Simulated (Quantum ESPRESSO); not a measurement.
A run of Quantum ESPRESSO 7.5:

run.py

```python
import numpy as np
from ase.calculators.espresso import Espresso, EspressoProfile
from ase.io import read

atoms = read('SnTe.cif')

input_data = {
    'control': {'calculation': 'scf', 'prefix': 'pwscf', 'outdir': './tmp', 'tprnfor': True, 'tstress': True, 'disk_io': 'nowf'},
    'system': {'ecutwfc': 80.0, 'nbnd': 22, 'input_dft': 'revpbe', 'occupations': 'smearing', 'smearing': 'fd', 'degauss': 0.00367493},
    'electrons': {'conv_thr': 4e-10, 'electron_maxstep': 120, 'mixing_beta': 0.5},
}
pseudopotentials = {'Sn': 'Sn.upf', 'Te': 'Te.upf'}
profile = EspressoProfile(command='pw.x', pseudo_dir='pseudo')
dft = Espresso(profile=profile, input_data=input_data, pseudopotentials=pseudopotentials, kpts=(7, 7, 7), koffset=(0, 0, 0))
from ase.calculators.mixing import SumCalculator
from dftd4.ase import DFTD4
d4 = DFTD4(method='revpbe')
atoms.calc = SumCalculator([dft, d4])

from ase.eos import EquationOfState
from ase.units import GPa
cell, v, e = atoms.cell.copy(), [], []
for x in [0.94, 0.96, 0.98, 1.0, 1.02, 1.04, 1.06]:
    atoms.set_cell(cell * x ** (1 / 3), scale_atoms=True)
    v.append(atoms.get_volume() / len(atoms))
    e.append(atoms.get_potential_energy() / len(atoms))
    print(f'V {v[-1]:.6f} A^3/atom  E {e[-1]:.8f} eV/atom')
v0, e0, b0 = EquationOfState(v, e, eos='birchmurnaghan').fit()
print(f'V0 {v0:.5f} A^3/atom  E0 {e0:.6f} eV/atom  B0 {b0 / GPa:.2f} GPa')
```

SnTe.cif

```cif
data_SnTe
_cell_length_a 4.45597480
_cell_length_b 4.45597480
_cell_length_c 4.45597480
_cell_angle_alpha 60.00000000
_cell_angle_beta 60.00000000
_cell_angle_gamma 60.00000000
_space_group_name_H-M_alt 'P1'
_space_group_name_Hall 'P 1'
_space_group_IT_number 1
loop_
_space_group_symop_operation_xyz
'x,y,z'
loop_
_atom_site_label
_atom_site_type_symbol
_atom_site_symmetry_multiplicity
_atom_site_Wyckoff_symbol
_atom_site_fract_x
_atom_site_fract_y
_atom_site_fract_z
_atom_site_occupancy
Te1 Te 1 a 0.5000000000 0.5000000000 0.5000000000 1
Sn1 Sn 1 a 0.0000000000 0.0000000000 0.0000000000 1
```

Potentials or basis: PseudoDojo 0.4.1 SR PBE standard.

The run is started by

```console
$ OMP_NUM_THREADS=1 python run.py
```

Hardware: 1 thread of INTEL(R) XEON(R) PLATINUM 8581C CPU @ 2.30GHz (Emerald Rapids), on a shared host.

Question: How long does it take, and how much memory?

Answer: Run time: 4.8 min on 1 thread of INTEL(R) XEON(R) PLATINUM 8581C CPU @ 2.30GHz (Emerald Rapids) (shared host), peak memory 0.15 GiB. Counts: scf iterations 8, k pools 1, g dense 43407.
